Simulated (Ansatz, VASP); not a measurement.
# One calculation of Si, two programs

The input INCAR:

```
ALGO = Normal
EDIFF = 1E-6
EDIFFG = -0.002
ENCUT = 520
GGA = PS
IBRION = 2
ISIF = 2
ISMEAR = 0
LASPH = T
LCHARG = F
LREAL = F
LWAVE = F
NELM = 100
NSW = 60
PREC = Accurate
SIGMA = 0.02
```

The input KPOINTS:

```
k-points
0
Gamma
  10 10 10
```

POSCAR

```
Si
1.0
   -0.0146913919      2.7043535180      2.7249421506
    2.7043535180     -0.0146913919      2.7249421506
    2.6896621260      2.6896621260      0.0000000000
Si
2
Direct
   -0.0008532342     -0.0008532342      0.0008532342
    0.2508532342      0.2508532342      0.2491467658
```

Input for Ansatz:

```yaml
crystal:
  lattice:
    - [-0.0146913919, 2.704353518, 2.7249421506]
    - [2.704353518, -0.0146913919, 2.7249421506]
    - [2.689662126, 2.689662126, 0.0]
  atoms:
    - { symbol: Si, position: [-0.0008532342, -0.0008532342, 0.0008532342] }
    - { symbol: Si, position: [0.2508532342, 0.2508532342, 0.2491467658] }
basis:
  ecutwfc: 420
kpoints:
  mp_grid: { grid: [10, 10, 10] }
hamiltonian:
  xc: pbesol
scf:
  occupations: { method: gaussian, width: 0.02 }
output:
  forces: true
  stress: true
  eigenvalues: true
relax:
  adjacent_minimum: "off"
  f_tol: 0.002
  max_steps: 40
```

Change from the starting cell: strained cell.

Alike in both runs: task relaxation of the atoms; functional PBEsol; k mesh 10 × 10 × 10; occupations gaussian, width 0.02 eV; no spin polarisation.

```csv
,VASP,Ansatz
version,VASP 6.6.1,Ansatz 0.2.0
potentials or method,"VASP PAW PBE potentials, release 64 (Si)","scalar-relativistic, plane waves, PAW"
plane-wave cutoff (eV),520,420
valence electrons in the cell,8,8
```

Ansatz gave:

- gap on the k mesh at the Fermi level, each at its own relaxed structure (eV): 0.37

Q: What did VASP give for the same quantities?

A: gap on the k mesh at the Fermi level, each at its own relaxed structure (eV): 0.36.

Ansatz warned: «stress_scf_threshold_loose».
